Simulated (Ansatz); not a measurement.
The following input was run with Ansatz 0.2.0.

```yaml
crystal:
  lattice:
    - [2.9702077577, 0.0, 0.0]
    - [-1.4851038789, 2.5722753727, 0.0]
    - [0.0, 0.0, 4.5964619414]
  atoms:
    - { symbol: W, position: [0.33333333, 0.66666667, 0.8117773888] }
    - { symbol: W, position: [0.66666667, 0.33333333, 0.1882226112] }
    - { symbol: C, position: [0.0, 0.0, 0.0] }
basis:
  ecutwfc: 420
kpoints:
  mp_grid: { grid: [15, 15, 10] }
hamiltonian:
  xc: pbe
scf:
  occupations: { method: gaussian, width: 0.1 }
output:
  forces: true
  stress: true
  eigenvalues: true
```

Command:
```bash
ansatz run input.yaml --threads 1 --pin off --max-ram 1331MiB --backend cpu --events-out ev --progress --plain --runs-dir out
```

Level of theory: DFT PBE, scalar-relativistic, plane waves, PAW in Ansatz 0.2.0.

Abridged output:

```
Pseudopotentials: kind: paw
Pseudopotential: W, paw, valence charge 14, recommended cutoff 420 eV (normal)
Pseudopotential: C, paw, valence charge 4, recommended cutoff 420 eV (normal)
Functional definition: PBE
Crystal: 3 atoms, lattice volume = 35.118 Å³
Basis set: ecut = 420 eV, 687 PW (Γ), exchange–correlation on 40×40×64 points (8 copies of the dense FFT grid, shifted against one another)
Bands: 20, of which v1, the nominal top of the filled ones, is band 16 counted from 1 (15 counted from 0)
Symmetry: 12 space group operations
Space group: P-3m1 (ITA 164), of the structure as read, at distance tolerance 3.3e-5 Å
k-points: 238 of 2250
Initial density: superposition of atomic densities (neutral atoms: chi_scale 0, normalization atom), corrected by the library's trained network
Initial wavefunctions: pseudopotential atomic-orbital guess
Functional: x = pbe(κ = 0.804, μ = 0.21951497), c = pbe(β = 0.06672455)
SCF iter   1: F=—  HF=-21015.595158 eV  |F-HF|=—  |Δ(HF+E_count)|=         —  Δρ=1.33e-2  dr2=4.44e-2  ethr=1.77e-3  ⟨swp⟩=5.8  Hψ=23738  notcnv=0
SCF iter   2: F=—  HF=-21015.586396 eV  |F-HF|=—  |Δ(HF+E_count)|=   8.76e-3  Δρ=7.54e-3  dr2=1.52e-2  ethr=1.39e-4  ⟨swp⟩=1.0  Hψ=6674  notcnv=0
SCF iter   3: F=—  HF=-21015.582137 eV  |F-HF|=—  |Δ(HF+E_count)|=   4.26e-3  Δρ=1.24e-3  dr2=1.85e-3  ethr=4.76e-5  ⟨swp⟩=2.8  Hψ=9003  notcnv=0
SCF iter   4: F=—  HF=-21015.581680 eV  |F-HF|=—  |Δ(HF+E_count)|=   4.57e-4  Δρ=4.82e-4  dr2=9.43e-5  ethr=5.78e-6  ⟨swp⟩=2.1  Hψ=6945  notcnv=0  defer=2
SCF iter   5: F=—  HF=-21015.581669 eV  |F-HF|=—  |Δ(HF+E_count)|=   1.08e-5  Δρ=8.00e-5  dr2=4.33e-6  ethr=2.95e-7  ⟨swp⟩=2.0  Hψ=6633  notcnv=0  defer=2
SCF iter   6: F=-21015.581669 eV  HF=-21015.581669 eV  |F-HF|=9.83e-9  |Δ(HF+E_count)|=   7.34e-7  Δρ=1.68e-5  dr2=4.41e-8  ethr=3.13e-10  ⟨swp⟩=6.7  Hψ=27697  notcnv=0
SCF 1 converged in 6 iterations: F = -21015.581669 eV  dr2 = 4.41e-8
SCF converged after 6 iterations
Free energy (F): -21015.581669 eV
Harris-Foulkes:  -21015.581669 eV  (|F-HF|=9.83e-9)
Internal energy: -21015.573645 eV  (E = F + TS)
E sigma→0 (E₀):  -21015.577657 eV
Entropy (-TS):   -0.008023 eV (-2.674 meV/atom)
Fermi energy:    23.090986 eV
--- Per-component energies (eV) ---
  E_band       = -127.456657
  E_kinetic    = 1030.923429
  E_local      = -1811.759040  (includes V_loc(G=0)·N_el)
  E_nonlocal   = 33.574271
  E_hartree    = 716.546355
  E_xc         = -593.158605
  E_vxc        = -551.837086  (∫ρ·V_xc dr)
  E_paw        = -17228.382894  (= ΣΔE_a)
  E_vpaw       = -261.447555  (= ΣTr[D̂ρ^β])
  E_aug_tail   = -0.000119  (compensation charges beyond the density's cutoff)
  E_ewald      = -3163.317041
  E_smearing   = -0.008023  (= −TS)
--- Forces (eV/Å), atoms counted from 1 ---
  atom   1  W      0.00000000     0.00000000   -14.74810110
  atom   2  W      0.00000000     0.00000000    14.74810110
  atom   3  C      0.00000000     0.00000000     0.00000000
--- Stress (GPa, compression-positive) ---
      129.209697       0.000000       0.000000
        0.000000     129.209697       0.000000
        0.000000       0.000000      87.704217
  P = ⅓ Tr σ = 115.3745 GPa (1153.745 kbar)
--- Band table (eV; the first three rows and the last of 238) ---
  k-point 0: bands = ["-51.5321", "-51.1228", "-16.8854", "-15.8955", "-15.8955", "-15.3203", "-15.3203", "-14.9145", "7.6926", "12.7600", "14.1928", "14.1928", "18.9828", "19.3526", "19.3526", "23.5774", "23.5774", "24.5817", "25.5877", "26.5010"]
  k-point 1: bands = ["-51.5316", "-51.1233", "-16.8759", "-15.8946", "-15.8946", "-15.3212", "-15.3212", "-14.9266", "7.7222", "12.7549", "14.1862", "14.1862", "18.9680", "19.3361", "19.3361", "23.6326", "23.6326", "24.4651", "25.7081", "26.5551"]
  k-point 2: bands = ["-51.5303", "-51.1247", "-16.8508", "-15.8923", "-15.8923", "-15.3236", "-15.3236", "-14.9591", "7.8008", "12.7397", "14.1690", "14.1690", "18.9297", "19.2926", "19.2926", "23.7889", "23.7889", "24.2489", "25.9088", "26.6868"]
  k-point 237: bands = ["-51.2708", "-51.2708", "-16.8429", "-16.8201", "-16.8201", "-15.5585", "-15.0722", "-15.0722", "9.2843", "15.4452", "15.4452", "16.9196", "19.4537", "19.4537", "19.8531", "22.5488", "22.6063", "22.6063", "27.6951", "27.6951"]
```

The run converged.

Spin–orbit coupling is left out, which can shift energies with elements as heavy as these.